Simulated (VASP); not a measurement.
Si, 2 atoms in the cell. Symmetry: P6_3/mmc, No. 194, hexagonal system. The conventional cell has a = 2.662 Å, b = 2.662 Å, c = 4.552 Å, α = 90.00°, β = 90.00°, γ = 120.00°. Si (site symmetry -6m2) has 12 Si at 2.66 to 2.75 Å as nearest neighbours. This isn't the form of Si at room conditions, which is diamond. The cell isn't the ideal one: relaxed again under DFT PBEsol, scalar-relativistic, plane waves, PAW.

* Program: VASP 6.6.1
* Task: single point
* Functional: PBEsol
* Potentials or basis: VASP PAW PBE potentials, release 64 (Si)
* Cutoff: 520 eV
* k mesh: 18 × 18 × 10
* Occupations: gaussian, width 0.1 eV
* Spin: no spin polarisation
* Dipole correction: no
* Further INCAR settings: ALGO = Normal; EDIFF = 1e-07; NBANDS = 11

Potentials or basis: VASP PAW PBE potentials, release 64 (Si).

Run with:

```sh
$ cat potpaw_PBE.64/Si/POTCAR > POTCAR
$ mpirun -np 1 vasp_std > vasp.out
```

Hardware: 1 thread of Intel(R) Xeon(R) Platinum 8259CL CPU @ 2.50GHz (Skylake/Cascade Lake), on a shared host.

How long does it take, and how much memory?

It took 33 s on 1 thread of Intel(R) Xeon(R) Platinum 8259CL CPU @ 2.50GHz (Skylake/Cascade Lake), on a shared host, peak memory 0.17 GiB. Counts: scf iterations 12, k points 222.
